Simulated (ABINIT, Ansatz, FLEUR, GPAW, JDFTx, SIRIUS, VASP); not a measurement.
## One calculation of HfC, 7 ways

```xyz
2
Lattice="0.0000 2.3250 2.3250 2.3250 0.0000 2.3250 2.3250 2.3250 0.0000" Properties=species:S:1:pos:R:3 pbc="T T T"
Hf    2.3174    2.2719    2.3181
C     0.0297   -0.0376    0.0215
```

Atoms were shifted at random by some hundredths of an Å from the given cell, which wasn't relaxed again for these runs.

Alike in all runs: task single point; functional PBEsol; k mesh 10 × 10 × 10; occupations fermi-dirac, width 0.05 eV; no spin polarisation; no spin-orbit coupling. Pressure is positive in compression and, in plane waves, holds the error of the finite cutoff.

```csv
program and potentials,plane-wave cutoff (eV),notes,band gap (eV),pressure (GPa),largest force (eV/Å),energy over the undisturbed cell (meV/atom)
"SIRIUS, PseudoDojo 0.4.1 PBEsol standard (scalar relativistic)",1127,8 valence electrons an atom on average,no gap,-5.99,0.360,-
"GPAW, PAW data sets generated for this functional",800,8 valence electrons an atom on average,no gap,-5.07,0.384,4.91
"JDFTx, PseudoDojo-SR-PBEsol-0.4.1-standard with smoothed tails",1116,8 valence electrons an atom on average,no gap,-5.98,0.361,4.61
"VASP, PBE PAW files C, Hf_pv, 520 eV",520,potentials made for PBE; 7 valence electrons an atom on average,no gap,-6.72,0.364,-
"Ansatz, all-electron LAPW, scalar-relativistic",-,-,?,?,?,-
"FLEUR, all-electron, FLAPW",-,-,no gap,-,0.371,4.76
"ABINIT, PseudoDojo NC SR PBEsol v0.4.1 standard",1116,8 valence electrons an atom on average,no gap,-5.98,0.361,4.61
```

Question: Estimate from the other rows what the run with Ansatz, all-electron LAPW, scalar-relativistic gave.

Answer: No band gap; pressure -6.24 GPa; largest force 0.370 eV/Å. The other rows, which needn't bracket it: pressure -6.72 to -5.07; largest force 0.360 to 0.384; energy over the undisturbed cell 4.61 to 4.91.
